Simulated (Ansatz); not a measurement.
# C (Fd-3m) in Ansatz: settings compared

The runs below take C through single point, relaxation of cell and atoms, with LC-wPBE, revPBE+D3(BJ)-ATM.

Everything below comes from runs of Ansatz 0.2.0. Logs are shortened: lines on timing, memory, paths and dates and some standing lists are left out, and cuts for length are marked.

## Step 1: The structure

It takes space group Fd-3m (No. 227, cubic). The conventional cell has a = 3.567 Å, b = 3.567 Å, c = 3.567 Å, α = 90.00°, β = 90.00°, γ = 90.00°. C (site symmetry -43m) is surrounded by 4 C at 1.54 Å.

This isn't the form of C at room conditions, which is graphite.

## Step 2: Single point, LC-wPBE

input.yaml reads:

```yaml
crystal:
  lattice:
    - [0.0, 1.78337, 1.78337]
    - [1.78337, 0.0, 1.78337]
    - [1.78337, 1.78337, 0.0]
  atoms:
    - { symbol: C, position_ang: [2.675055, 2.675055, 2.675055] }
    - { symbol: C, position_ang: [1.78337, 1.78337, 1.78337] }
hamiltonian:
  xc: lc_wpbe
  pseudopotentials: { kind: paw, accuracy: stringent }
kpoints:
  mp_grid: { grid: [8, 8, 8] }
scf:
  occupations: { method: fermi_dirac, width: 0.025 }
  n_extra_bands: 16
output:
  forces: true
  stress: true
  eigenvalues: true
  write_density: true
  write_potential: true
  elf: true
  volumetric_format: npy
```

Potentials or basis: SSSP precision PAW.

Launch:

```
$ ansatz run input.yaml --threads 1 --pin off --max-ram 2560MiB --backend cpu --events-out ev --progress --plain --runs-dir out
```

Log:

```text
Warning: The stringent table, which hamiltonian.pseudopotentials names, holds the potential of the library's standard table for C (one content_sha256, or a second file that the publisher made of the same generator input, which states another). The run takes no other species from the library, so that hamiltonian.pseudopotentials.accuracy: standard would change no potential of it. The deck needs no change, but a comparison with a run at hamiltonian.pseudopotentials.accuracy: standard does not test the potential of C. With hamiltonian.pseudopotentials.accuracy and source left out a run reads another potential of C, from this project's own files. To test it, run on another potential, such as that of hamiltonian.pseudopotentials: {kind: paw}
Warning: output.stress: scf.convergence.dr2_threshold = 1e-7 eV (the SCF's general default) is looser than the 2e-10 eV advised for a printed stress (1e-10 eV for each atom of the cell: 2). What an SCF threshold leaves in a stress goes as its square root, and in the free energy as the threshold itself, and one threshold admits the most on a small cell: of the crystals measured, under no hybrid functional and no lock of the moments, on runs that ended without the residual-converged pass, on stresses that held no estimate of that error, the worst erred by over 100 MPa in a component at 1e-7 eV an atom and by under 5 at 1e-10. Set scf.convergence.dr2_threshold to 2e-10 eV or tighter. The threshold is an SCF's pass mark: one that does not reach it within its budget of iterations ends unconverged, or closes short of it on a stop that the run arms, and scf.convergence.dr2_threshold's page says what that costs each kind of run
Warning: output.stress: scf.exx.energy_threshold = 1e-6 eV is looser than the 2e-8 eV advised for a stress under a hybrid functional (1e-8 eV for each atom of the cell: 2). Every SCF of the exchange loop can meet its threshold on dr2 while the loop round them stops early: no threshold on dr2 bounds what that leaves in the stress. Set scf.exx.energy_threshold to 2e-8 eV or tighter. The threshold is the loop's pass mark: a loop that does not reach it within its budget of cycles ends unconverged, and scf.exx.energy_threshold's page has the law
Warning: RAYON_NUM_THREADS=1 ignored (pool sized by the plan → 1); use --threads N
scf.n_extra_bands = 16 over 4 filled bands (N_el = 8.0): the run solves 20 bands
Engine: ansatz 0.2.0, aarch64-unknown-linux-gnu
Pseudopotentials: kind: paw
Pseudopotential: C, paw, valence charge 4, recommended cutoff 612.256191 eV (normal), C.paw.azcp
Functional definition: LC-wPBE
  parameter omega = 0.4/bohr
  exchange = pbe_x_sr(omega) + exact_x_lr(omega)
  correlation = pbe_c
Crystal: 2 atoms, lattice volume = 11.344 Å³
Basis set: ecut = 612.256191 eV, 387 PW (Γ), exchange–correlation on 72×72×72 points (8 copies of the dense FFT grid, shifted against one another)
Bands: 20, of which v1, the nominal top of the filled ones, is band 4 counted from 1 (3 counted from 0)
Symmetry: 48 space group operations
Space group: Fd-3m (ITA 227), of the structure as read, at distance tolerance 2.2e-5 Å
k-points: 29 of 512
Non-local potential: C, projectors of the file, l = 0: 2, l = 1: 2
PAW form: compensated (Kresse and Joubert's): semilocal exchange-correlation on the pseudo side sees the compensation charge
PAW frozen core: C, regenerated for the run's functional, and the local potential with it (the file was generated under x = pbe(κ = 0.804, μ = 0.2195149727645171), c = pbe(β = 0.06672455060314922))
PAW one-centre angular grid: C, 110 points (default); XC on 64 Gauss nodes
Initial density: superposition of atomic densities (chi_scale 0.1, normalization cell)
Initial wavefunctions: pseudopotential atomic-orbital guess
Functional: x = pbe(κ = 0.804, μ = 0.2195149727645171), c = pbe(β = 0.06672455060314922), warm-up for x = pbe(κ = 0.804, μ = 0.2195149727645171) + 1 (exact − pbe) at long range (ω = 0.7558904498503081 Å⁻¹), c = pbe(β = 0.06672455060314922)
SCF iter   1: F=—  HF=-502.208220 eV  |F-HF|=—  |Δ(HF+E_count)|=         —  Δρ=1.42e-1  dr2=1.60e0  ethr=1.00e-1  ⟨swp⟩=4.2  Hψ=2065  notcnv=0
preconditioner: auto → none  [insulator: Δε(μ)=4.850 eV  Ē_g=41.884 eV  σ=0.025 eV  W_gap=1.00  n_scr=0 (ndim 8)  ℏωp=31.2 eV  f_vac=0.000  D(μ)=0.00/eV (n_scr^D=0)]
SCF iter   2: F=—  HF=-501.696275 eV  |F-HF|=—  |Δ(HF+E_count)|=   5.12e-1  Δρ=6.33e-2  dr2=3.17e-1  ethr=2.00e-2  ⟨swp⟩=2.0  Hψ=1160  notcnv=0
iter 3 solved again at ethr=5.21e-6 eV; its pass at ethr=3.96e-3 eV (dr2=4.17e-4 eV) is discarded
SCF iter   3: F=-501.591362 eV  HF=-501.591051 eV  |F-HF|=3.11e-4  |Δ(HF+E_count)|=   1.05e-1  Δρ=3.15e-3  dr2=4.37e-4  ethr=5.21e-6  ⟨swp⟩=3.5  Hψ=2484  notcnv=0  defer=4
SCF 1 stopped early in 3 iterations: F = -501.591362 eV  dr2 = 4.37e-4
Initial density: handed on by an earlier stage of this run
Initial wavefunctions: those handed on with the density
Functional: x = pbe(κ = 0.804, μ = 0.2195149727645171) + 1 (exact − pbe) at long range (ω = 0.7558904498503081 Å⁻¹), c = pbe(β = 0.06672455060314922)
Exchange kernel: α = 0.0000 at short range, 1.0000 at long range (ω = 0.7559 Å⁻¹), several ranges, Wigner–Seitz truncation, v(0) = 11121.9519 eV·Å³, q-mesh 8×8×8, nearest image of the exchange supercell L = 20.18 Å, pair-density grid 18×18×18, without the augmentation charges, whose exchange is taken in its separable form by FFT convolution over the k-point mesh (the finest that the files' search goes to), smooth part of the exact exchange by density-matrix convolution
Frozen-core exchange: fock
SCF iter   1: F=—  HF=-502.849875 eV  |F-HF|=—  |Δ(HF+E_count)|=         —  Δρ=8.55e-3  dr2=2.96e-3  ethr=5.47e-5  ⟨swp⟩=4.3  Hψ=2066  notcnv=0
preconditioner: auto → none  [insulator: Δε(μ)=10.324 eV  Ē_g=51.011 eV  σ=0.025 eV  W_gap=1.00  n_scr=0 (ndim 8)  ℏωp=31.2 eV  f_vac=0.000  D(μ)=0.00/eV (n_scr^D=0)]
SCF iter   2: F=—  HF=-502.849067 eV  |F-HF|=—  |Δ(HF+E_count)|=   8.08e-4  Δρ=4.05e-3  dr2=3.82e-3  ethr=3.37e-5  ⟨swp⟩=2.0  Hψ=810  notcnv=0
SCF iter   3: F=—  HF=-502.863585 eV  |F-HF|=—  |Δ(HF+E_count)|=   1.45e-2  Δρ=1.18e-3  dr2=2.47e-4  ethr=6.93e-6  ⟨swp⟩=3.0  Hψ=1058  notcnv=0
SCF iter   4: F=—  HF=-502.864375 eV  |F-HF|=—  |Δ(HF+E_count)|=   7.90e-4  Δρ=4.19e-4  dr2=2.24e-5  ethr=5.42e-7  ⟨swp⟩=2.1  Hψ=716  notcnv=0
SCF iter   5: F=-502.864423 eV  HF=-502.864424 eV  |F-HF|=8.46e-7  |Δ(HF+E_count)|=   4.91e-5  Δρ=1.45e-4  dr2=2.03e-6  ethr=1.05e-7  ⟨swp⟩=2.0  Hψ=697  notcnv=0
SCF 2 stopped early in 5 iterations: F = -502.864423 eV  dr2 = 2.03e-6
hybrid outer 1: dexx = +1.979e-2 eV, tail = 7.83e-6 eV
Exchange kernel: α = 0.0000 at short range, 1.0000 at long range (ω = 0.7559 Å⁻¹), several ranges, Wigner–Seitz truncation, v(0) = 11121.9519 eV·Å³, q-mesh 8×8×8, nearest image of the exchange supercell L = 20.18 Å, pair-density grid 18×18×18, without the augmentation charges, whose exchange is taken in its separable form by FFT convolution over the k-point mesh (the finest that the files' search goes to), smooth part of the exact exchange by density-matrix convolution
Frozen-core exchange: fock
SCF iter   1: F=—  HF=-502.864552 eV  |F-HF|=—  |Δ(HF+E_count)|=         —  Δρ=1.89e-5  dr2=1.27e-7  ethr=4.90e-7  ⟨swp⟩=3.4  Hψ=1420  notcnv=0
preconditioner: auto → none  [insulator: Δε(μ)=10.631 eV  Ē_g=51.043 eV  σ=0.025 eV  W_gap=1.00  n_scr=0 (ndim 8)  ℏωp=31.2 eV  f_vac=0.000  D(μ)=0.00/eV (n_scr^D=0)]
SCF iter   2: F=-502.864552 eV  HF=-502.864552 eV  |F-HF|=4.44e-9  |Δ(HF+E_count)|=   5.13e-7  Δρ=1.01e-5  dr2=1.00e-8  ethr=9.32e-11  ⟨swp⟩=3.3  Hψ=958  notcnv=0
SCF 3 converged in 2 iterations: F = -502.864552 eV  dr2 = 1.00e-8
  Residual-converged pass: ⟨swp⟩=2.1  Hψ=694  notcnv=0  max |occ|·‖R‖ = 2.4e-6 eV (tolerance 2.4e-6 eV)  dr2=1.00e-8  dr2_onsite=9.88e-11  max |Δocc| = 0.0e0
hybrid outer 2: dexx = +7.019e-7 eV, tail = 2.40e-8 eV, Δε = 3.84e-3 eV (about 2.21e-4 eV left of the loop's levels)
hybrid SCF converged: 2 outer / 7 inner (+3 warm-up), last move |dexx| = 7.02e-7 eV, tail = 2.40e-8 eV
Stability not checked: this state was not tested for a lower state beside it, because the functional holds exact exchange (a hybrid, or Hartree-Fock), whose exchange loop this test does not read (fock_operator; see scf.lower_state_search)
Free energy (F): -502.864553 eV
Frozen-core exchange: fock
Harris-Foulkes:  -502.864553 eV  (|F-HF|=4.44e-9)
Internal energy: -502.864553 eV  (E = F + TS)
E sigma→0 (E₀):  -502.864553 eV
Fermi energy:    15.306201 eV
--- Per-component energies (eV) ---
  E_band       = -5.434860
  E_kinetic    = 202.620129
  E_local      = -129.735765  (includes V_loc(G=0)·N_el)
  E_nonlocal   = 42.398702
  E_hartree    = 26.217542
  E_xc         = -79.826016
  E_vxc        = -86.266853  (∫ρ·V_xc dr)
  E_exx        = -41.467721  (= α·E_x^exact, valence–valence)
  E_paw        = -175.105720  (= ΣΔE_a)
  E_vpaw       = -3.950869  (= ΣTr[D̂ρ^β])
  E_aug_tail   = -0.000045  (compensation charges beyond the density's cutoff)
  E_ewald      = -347.961363
  E_core_change = -0.004296  (= ΣΔE_core)
  E_smearing   = -0.000000  (= −TS)
  E_closure    = -0.000000  (closes the sum)
  Σ components = -502.864553   (vs F -502.864553, Δ=0.00e0)
--- Forces (eV/Å), atoms counted from 1 ---
  atom   1  C      0.00000000    -0.00000000    -0.00000000
  atom   2  C      0.00000000     0.00000000    -0.00000000
  max |Σ_I F_I| component: 4.07e-16 eV/Å
--- Stress (GPa, compression-positive) ---
      -12.610271       0.000000      -0.000000
        0.000000     -12.610271      -0.000000
        0.000000       0.000000     -12.610271
  P = ⅓ Tr σ = -12.6103 GPa (-126.103 kbar)
--- Band table (eV; the first three rows and the last of 29) ---
  k-point 0: bands = ["-14.9186", "9.9984", "9.9984", "9.9984", "22.1870", "22.1870", "22.1870", "31.2385", "36.5016", "44.1829", "44.1829", "45.0756", "45.0756", "45.0756", "51.7904", "65.6618", "65.6618", "65.6618", "85.8981", "85.8981"]
  k-point 1: bands = ["-14.4492", "7.1610", "9.2344", "9.2344", "23.1997", "23.1997", "23.6270", "31.6057", "37.2523", "40.9048", "40.9048", "43.7336", "50.1586", "50.1586", "55.0011", "64.1091", "64.6244", "64.6244", "81.6359", "81.6359"]
  k-point 2: bands = ["-13.0471", "2.0745", "7.8759", "7.8759", "24.8085", "24.8085", "25.1961", "32.5166", "38.1565", "39.8274", "39.8274", "43.0501", "56.9719", "56.9719", "60.9370", "60.9370", "61.1751", "62.4432", "77.5736", "77.5736"]
  k-point 28: bands = ["-4.2474", "-4.2474", "0.0123", "0.0123", "27.7474", "27.7474", "30.1825", "30.1825", "39.3912", "39.3912", "48.3140", "48.3140", "61.0041", "61.0041", "63.5175", "63.5175", "66.1938", "66.1938", "73.9109", "73.9109"]
```

Wall time 16 s (1 thread of Arm Neoverse V2, shared host); peak memory 0.94 GiB.

What came out:

| Quantity | Value |
| --- | --- |
| Free energy | -502.8646 eV |
| Pressure | -12.6 GPa |
| Band gap on the k mesh | 10.63 eV, indirect (least direct gap 12.19 eV) |

Caveat: the thresholds are loose for stress. A k mesh can miss the band edges.

## Step 3: Relaxation of cell and atoms, revPBE+D3(BJ)-ATM, collinear spin, antiferromagnetic start

input.yaml reads:

```yaml
crystal:
  lattice:
    - [0.0, 1.78337, 1.78337]
    - [1.78337, 0.0, 1.78337]
    - [1.78337, 1.78337, 0.0]
  atoms:
    - { symbol: C, position: [0.75, 0.75, 0.75], spin: 0.5 }
    - { symbol: C, position: [0.5, 0.5, 0.5], spin: -0.5 }
hamiltonian:
  xc: revpbe
  pseudopotentials: { kind: paw, accuracy: standard }
  dispersion: d3bjatm
magnetization:
  spin_polarized: true
kpoints:
  mp_grid: { grid: [13, 13, 13] }
scf:
  occupations: { method: gaussian, width: 0.02 }
output:
  forces: true
  stress: true
relax:
  f_tol: 0.01
  max_steps: 40
  cell: { stress_tol: 0.05 }
```

Potentials or basis: SSSP efficiency PAW.

Launch:

```
$ ansatz run input.yaml --threads 1 --pin off --max-ram 2560MiB --backend cpu --events-out ev --progress --plain --runs-dir out
```

Wall time 17 s (1 thread of Arm Neoverse V2, shared host); peak memory 0.32 GiB.

It converged, with:

```yaml
Free_energy: -504.1535 eV
Relaxed_volume: 5.63 Å³/atom
Relaxed_cell: a = 2.516 Å, b = 2.516 Å, c = 2.516 Å, α = 60.00°, β = 60.00°, γ = 60.00°
Space_group_after_relaxing_to_0.05_Å: Fd-3m (No. 227)
Energy_gained_by_relaxing: 0.4 meV/atom
Ionic_steps: 4
Pressure_after_relaxing: 0.0 GPa
Band_gap_on_the_k_mesh: 4.17 eV
Net_moment: 0.00 μB per cell
Absolute_moment: 0.00 μB per cell
```

The path:
| step | energy change (eV) | largest force (eV/Å) | volume (Å³) |
| --- | --- | --- | --- |
| 1 | 0.0000 | 0.0000 | 11.34 |
| 2 | -0.0007 | 0.0000 | 11.29 |
| 3 | -0.0009 | 0.0000 | 11.26 |
| 4 | -0.0008 | 0.0000 | 11.26 |

Final structure:
```yaml
crystal:
  lattice:
    - [0.00000, 1.77906, 1.77906]
    - [1.77906, 0.00000, 1.77906]
    - [1.77906, 1.77906, 0.00000]
  atoms:
    - { symbol: C, position: [0.75000, 0.75000, 0.75000] }
    - { symbol: C, position: [0.50000, 0.50000, 0.50000] }
```

Caveat: odd divisions of the mesh miss points on the zone boundary, where band edges often lie, so the gap on the mesh can be too wide; the plane-wave basis is chosen anew once the cell has moved, so the energies of steps on either side of that aren't comparable; the starting moments weren't kept.

## Step 4: Comparison with measurements

Step 3. The cell as given is a measured one (5.67 Å³/atom); revPBE+D3(BJ)-ATM puts the equilibrium volume -0.7 % from it, thermal expansion not counted.
